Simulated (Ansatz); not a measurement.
# Cu (P6_3/mmc) in Ansatz: a series of runs

The runs below take Cu through relaxation of cell and atoms, with PBEsol, PBEsol+D3(BJ), PBEsol+D3(BJ)-ATM.

Program: Ansatz 0.2.0. These are calculated values, not measurements. Logs are shortened: lines on timing, memory, paths and dates and some standing lists are left out, and cuts for length are marked.

## (1) The structure

Symmetry: P6_3/mmc, No. 194, hexagonal system. Conventional cell: a = 2.534 Å, b = 2.534 Å, c = 4.113 Å, α = 90.00°, β = 90.00°, γ = 120.00°. Cu (site symmetry -6m2) has 12 Cu at 2.52 to 2.53 Å as nearest neighbours.

This isn't the form of Cu at room conditions, which is fcc.

## (2) Relaxation of cell and atoms, PBEsol

Input file input.yaml:

```yaml
crystal:
  lattice:
    - [2.5340966698, 0.0, 0.0]
    - [-1.2670483349, 2.1945920917, 0.0]
    - [0.0, 0.0, 4.112571]
  atoms:
    - { symbol: Cu, position: [0.6666666667, 0.3333333333, 0.75] }
    - { symbol: Cu, position: [0.3333333333, 0.6666666667, 0.25] }
hamiltonian:
  xc: pbesol
  pseudopotentials: { kind: paw }
kpoints:
  mp_grid: { grid: [12, 12, 7] }
scf:
  occupations: { method: fermi_dirac, width: 0.05 }
output:
  forces: true
  stress: true
  eigenvalues: true
relax:
  f_tol: 0.01
  max_steps: 40
  cell: { stress_tol: 0.05 }
```

Potentials or basis: Ansatz PAW.

Launch:

```
ansatz run input.yaml --threads 2 --pin off --max-ram 5632MiB --backend cpu --events-out ev --progress --plain --runs-dir out
```

Log:

```text
Warning: RAYON_NUM_THREADS=2 ignored (pool sized by the plan → 2); use --threads N
Engine: ansatz 0.2.0, x86_64-unknown-linux-gnu
Pseudopotentials: kind: paw
Pseudopotential: Cu, paw, valence charge 19, recommended cutoff 420 eV (normal), Cu.paw.azcp
Functional definition: PBEsol
  exchange = pbesol_x
  correlation = pbesol_c
Crystal: 2 atoms, lattice volume = 22.871 Å³
Basis set: ecut = 420 eV, 451 PW (Γ), exchange–correlation on 36×36×60 points (8 copies of the dense FFT grid, shifted against one another)
Bands: 23, of which v1, the nominal top of the filled ones, is band 19 counted from 1 (18 counted from 0)
Symmetry: 24 space group operations
Space group: P63/mmc (ITA 194), of the structure as read, at distance tolerance 2.8e-5 Å
k-points: 76 of 1008
Non-local potential: Cu, projectors of the file, l = 0: 3, l = 1: 2, l = 2: 3, l = 3: 1
PAW form: soft (Blöchl's): semilocal exchange-correlation on the pseudo side does not see the compensation charge
PAW frozen core: Cu, regenerated for the run's functional, and the local potential with it (the file was generated under x = pbe(κ = 0.804, μ = 0.2195149727645171), c = pbe(β = 0.06672455060314922))
PAW one-centre angular grid: Cu, 590 points (default); XC on 64 Gauss nodes
Initial density: superposition of atomic densities (neutral atoms: chi_scale 0, normalization atom), corrected by the library's trained network
Initial wavefunctions: pseudopotential atomic-orbital guess
Functional: x = pbesol(κ = 0.804, μ = 0.12345679012345678), c = pbesol(β = 0.046)
SCF iter   1: F=—  HF=-13177.526655 eV  |F-HF|=—  |Δ(HF+E_count)|=         —  Δρ=2.15e-2  dr2=5.49e-2  ethr=1.77e-3  ⟨swp⟩=5.5  Hψ=6592  notcnv=0
preconditioner: auto → none  [metal: Δε(μ)=0.008 eV  Ē_g=11.005 eV  σ=0.050 eV  W_gap=0.04  n_scr=8 (ndim 8)  ℏωp=36.4 eV  f_vac=0.000  D(μ)=1.06/eV (n_scr^D=8)  sad-step TF]
SCF iter   2: F=—  HF=-13177.515108 eV  |F-HF|=—  |Δ(HF+E_count)|=   1.15e-2  Δρ=5.38e-3  dr2=3.78e-3  ethr=1.44e-4  ⟨swp⟩=2.5  Hψ=3228  notcnv=0  defer=7
SCF iter   3: F=—  HF=-13177.514387 eV  |F-HF|=—  |Δ(HF+E_count)|=   7.21e-4  Δρ=1.40e-3  dr2=2.51e-4  ethr=9.94e-6  ⟨swp⟩=1.1  Hψ=1745  notcnv=0  defer=7
SCF iter   4: F=—  HF=-13177.514301 eV  |F-HF|=—  |Δ(HF+E_count)|=   8.55e-5  Δρ=8.55e-5  dr2=6.46e-7  ethr=6.61e-7  ⟨swp⟩=2.3  Hψ=2514  notcnv=0  defer=7
SCF iter   5: F=—  HF=-13177.514298 eV  |F-HF|=—  |Δ(HF+E_count)|=   2.95e-6  Δρ=8.97e-6  dr2=3.34e-9  ethr=1.70e-9  ⟨swp⟩=2.0  Hψ=2676  notcnv=0  defer=7
SCF iter   6: F=-13177.514298 eV  HF=-13177.514298 eV  |F-HF|=2.36e-11  |Δ(HF+E_count)|=   5.84e-9  Δρ=6.01e-7  dr2=3.77e-11  ethr=8.79e-12  ⟨swp⟩=2.1  Hψ=5816  notcnv=0
SCF 1 converged in 6 iterations: F = -13177.514298 eV  dr2 = 3.77e-11
relax step   1: F+E_penalty+E_count = -13177.51429843 eV  Δ(F+E_penalty+E_count) = +0.000e0 eV  max|allowed force component| = 2.776e-17 eV/Å  Δτ_max = 0.0000 Å  P = -1.422 GPa  Ω = 22.871 Å³  (6 SCF iters, dr2 threshold 1.00e-7 eV, accepted)
Crystal: 2 atoms, lattice volume = 22.772 Å³
Initial density: handed on by an earlier stage of this run
Initial wavefunctions: those handed on with the density
[... 53 lines left out ...]
SCF iter   8: F=-13177.515252 eV  HF=-13177.515252 eV  |F-HF|=1.82e-12  |Δ(HF+E_count)|=    0.00e0  Δρ=2.03e-11  dr2=3.69e-20  ethr=1.00e-12  ⟨swp⟩=1.5  Hψ=3963  notcnv=0
SCF 5 converged in 8 iterations: F = -13177.515252 eV  dr2 = 3.69e-20
relax step   5: F+E_penalty+E_count = -13177.51525191 eV  Δ(F+E_penalty+E_count) = +1.586e-4 eV  max|allowed force component| = 6.476e-17 eV/Å  Δτ_max = 0.0000 Å  P = +0.017 GPa  Ω = 22.669 Å³  stress off target by 3.89e-2 GPa  SCF on the basis re-selected at this cell (its energy is not comparable with the rows above)  (8 SCF iters)
basis re-selected at this cell: Δ(F+E_penalty+E_count) = +1.586e-4 eV, ΔP = +0.009 GPa vs the last step (what re-selecting the basis moved, of the pressure what is left beyond the Pulay correction that the steps carried, after the strain that the cell walked since its last selection, with what the two solves' SCF thresholds leave and, on support functions, any second-order correction that the steps lacked; it is no measure of the basis error at this ecutwfc). This SCF's stress stands 3.89e-2 GPa from its target on what of the cell is left free (relax.cell.stress_tol is 5.00e-2 GPa) and its largest allowed force component is 6.48e-17 eV/Å (relax.f_tol is 1.00e-2 eV/Å): within both
SCF converged after 8 iterations
Free energy (F): -13177.515252 eV
Harris-Foulkes:  -13177.515252 eV  (|F-HF|=1.82e-12)
Internal energy: -13177.507074 eV  (E = F + TS)
E sigma→0 (E₀):  -13177.511163 eV
Entropy (-TS):   -0.008178 eV (-4.089 meV/atom)
Fermi energy:    17.440650 eV
--- Per-component energies (eV) ---
  E_band       = -692.201619
  E_kinetic    = 601.264412
  E_local      = -7947.698980  (includes V_loc(G=0)·N_el)
  E_nonlocal   = 782.303662
  E_hartree    = 3500.382593
  E_xc         = -178.762818
  E_vxc        = -231.725652  (∫ρ·V_xc dr)
  E_paw        = -3251.738710  (= ΣΔE_a)
  E_vpaw       = -897.110750  (= ΣTr[D̂ρ^β])
  E_aug_tail   = 0.000502  (compensation charges beyond the density's cutoff)
  E_ewald      = -6683.670141
  E_core_change = 0.412404  (= ΣΔE_core)
  E_smearing   = -0.008178  (= −TS)
  E_closure    = -0.000000  (closes the sum)
  Σ components = -13177.515252   (vs F -13177.515252, Δ=0.00e0)
--- Forces (eV/Å), atoms counted from 1 ---
  atom   1  Cu     0.00000000     0.00000000    -0.00000000
  atom   2  Cu    -0.00000000    -0.00000000     0.00000000
  max |Σ_I F_I| component: 4.63e-18 eV/Å
--- Stress (GPa, compression-positive) ---
        0.005732      -0.000000       0.000000
       -0.000000       0.005732      -0.000000
        0.000000      -0.000000       0.038942
  P = ⅓ Tr σ = 0.0168 GPa (0.168 kbar)
--- Band table (eV; the first three rows and the last of 76) ---
  k-point 0: bands = ["-94.8617", "-94.8444", "-52.4444", "-52.3325", "-52.3325", "-52.3151", "-52.3130", "-52.3130", "7.7190", "12.1479", "14.3637", "14.4188", "14.4188", "14.6478", "14.6478", "14.9412", "14.9412", "15.7596", "15.7596", "16.3107", "21.4839", "39.1019", "39.5957"]
  k-point 1: bands = ["-94.8608", "-94.8453", "-52.4380", "-52.3316", "-52.3316", "-52.3215", "-52.3140", "-52.3140", "7.9117", "12.0250", "14.3242", "14.3824", "14.3824", "14.6082", "14.6082", "15.0307", "15.0307", "15.5546", "15.7488", "15.7488", "22.7316", "39.1021", "39.6466"]
  k-point 2: bands = ["-94.8584", "-94.8477", "-52.4202", "-52.3396", "-52.3289", "-52.3289", "-52.3167", "-52.3167", "8.4778", "11.4990", "14.2223", "14.3379", "14.3379", "14.5131", "14.5131", "14.5308", "15.2232", "15.2232", "15.7018", "15.7018", "25.3758", "35.8505", "39.2677"]
  k-point 75: bands = ["-94.8406", "-94.8406", "-52.4160", "-52.4160", "-52.3942", "-52.3858", "-52.3410", "-52.3410", "13.3826", "13.3826", "13.4394", "13.5332", "14.0673", "14.0673", "14.8923", "15.0470", "15.7806", "15.7806", "21.5222", "21.5222", "22.5099", "23.7949", "24.7421"]
--- Relaxed structure (4 steps of the walk, 4 accepted, 1 SCFs on fresh bases) ---
  F+E_penalty+E_count = -13177.51525191 eV   max|allowed force component| = 6.476e-17 eV/Å   (the final SCF, on the basis selected at the relaxed cell)
  cell:  # Å, volume = 22.6686 Å³
    - [2.5243584468322027, 1.0316161092437363e-33, -6.089400644841499e-35]
    - [-1.2621792234161013, 2.1861585432145167, -2.0476650481811449e-19]
    - [2.732207731863018e-34, -3.837236052534383e-19, 4.107637456568303]
  atoms:
    - { symbol: Cu, position: [0.6666666666666666, 0.3333333333333333, 0.75] }
    - { symbol: Cu, position: [0.3333333333333333, 0.6666666666666666, 0.24999999999999997] }
```

It took 1.9 s on 2 threads of AMD EPYC 9R45 (Zen 5), shared host; peak memory 0.36 GiB.

Results:

```yaml
Free_energy: -13177.5153 eV
Relaxed_volume: 11.33 Å³/atom
Relaxed_cell: a = 2.524 Å, b = 2.524 Å, c = 4.108 Å, α = 90.00°, β = 90.00°, γ = 120.00°
Space_group_after_relaxing_to_0.05_Å: P6_3/mmc (No. 194)
Energy_gained_by_relaxing: 0.5 meV/atom
Ionic_steps: 5
Pressure_after_relaxing: 0.0 GPa
Band_gap_on_the_k_mesh: none (metal or under the smearing width)
```

Step by step:
| step | energy change (eV) | largest force (eV/Å) | volume (Å³) |
| --- | --- | --- | --- |
| 1 | 0.0000 | 0.0000 | 22.87 |
| 2 | -0.0008 | 0.0000 | 22.77 |
| 3 | -0.0011 | 0.0000 | 22.67 |
| 4 | -0.0011 | 0.0000 | 22.67 |
| 5 | -0.0010 | 0.0000 | 22.67 |

Final structure:
```cif
data_structure
_symmetry_space_group_name_H-M 'P 1'
_symmetry_Int_Tables_number 1
_cell_length_a 2.5244
_cell_length_b 2.5244
_cell_length_c 4.1076
_cell_angle_alpha 90.000
_cell_angle_beta 90.000
_cell_angle_gamma 120.000
_cell_volume 22.67
loop_
_atom_site_label
_atom_site_type_symbol
_atom_site_fract_x
_atom_site_fract_y
_atom_site_fract_z
_atom_site_occupancy
Cu1 Cu 0.66667 0.33333 0.75000 1
Cu2 Cu 0.33333 0.66667 0.25000 1
```

Caveat: the plane-wave basis is chosen anew once the cell has moved, so the energies of steps on either side of that aren't comparable; the PAW data sets come from PBE, with cores solved anew for the run's functional, which leaves a small shift of forces and pressure.

## (3) Relaxation of cell and atoms, PBEsol+D3(BJ)

Changes to input.yaml since step 2:

```diff
@@ -11,2 +11,3 @@
   pseudopotentials: { kind: paw }
+  dispersion: d3bj
 kpoints:
@@ -19,2 +20,6 @@
   eigenvalues: true
+  write_density: true
+  write_potential: true
+  elf: true
+  volumetric_format: npy
 relax:
```

Potentials or basis: Ansatz PAW.

Launch:

```
ansatz run input.yaml --threads 2 --pin off --max-ram 5632MiB --backend cpu --events-out ev --progress --plain --runs-dir out
```

Run time: 2 s. Hardware: 2 threads of AMD EPYC 9R45 (Zen 5), shared host; peak memory 0.37 GiB.

It converged, with:

```
Free energy                            : -13178.6339 eV
Relaxed volume                         : 10.83 Å³/atom
Relaxed cell                           : a = 2.485 Å, b = 2.485 Å, c = 4.048 Å, α = 90.00°, β = 90.00°, γ = 120.00°
Space group after relaxing (to 0.05 Å) : P6_3/mmc (No. 194)
Energy gained by relaxing              : 18.2 meV/atom
Ionic steps                            : 5
Pressure after relaxing                : 0.0 GPa
Band gap on the k mesh                 : none (metal or under the smearing width)
```

The path:
```csv
step,energy change (eV),largest force (eV/Å),volume (Å³)
1,0.0000,0.0000,22.87
2,-0.0279,0.0000,22.24
3,-0.0375,0.0000,21.58
4,-0.0375,0.0000,21.65
5,-0.0364,0.0000,21.65
```

Final structure:
```
CELL_PARAMETERS angstrom
2.48527 0.00000 0.00000
-1.24263 2.15231 0.00000
0.00000 0.00000 4.04797
ATOMIC_POSITIONS crystal
Cu 0.66667 0.33333 0.75000
Cu 0.33333 0.66667 0.25000
```

Levels at points of the mesh, in eV from the Fermi level:
| k point | band 17 | band 18 | band 19 | band 20 | band 21 | band 22 |
| --- | --- | --- | --- | --- | --- | --- |
| (0.00, 0.00, 0.00) | -2.61 | -1.74 | -1.74 | -1.29 | 4.27 | 22.04 |
| (0.00, -0.50, 0.00) | -1.57 | -1.52 | 0.03 | 1.76 | 8.16 | 8.64 |

Caveat: the plane-wave basis is chosen anew once the cell has moved, so the energies of steps on either side of that aren't comparable; pairwise dispersion overbinds metals, which lowers pressure and volume; the PAW data sets come from PBE, with cores solved anew for the run's functional, which leaves a small shift of forces and pressure.

(Part 1 of 2 ends here.)
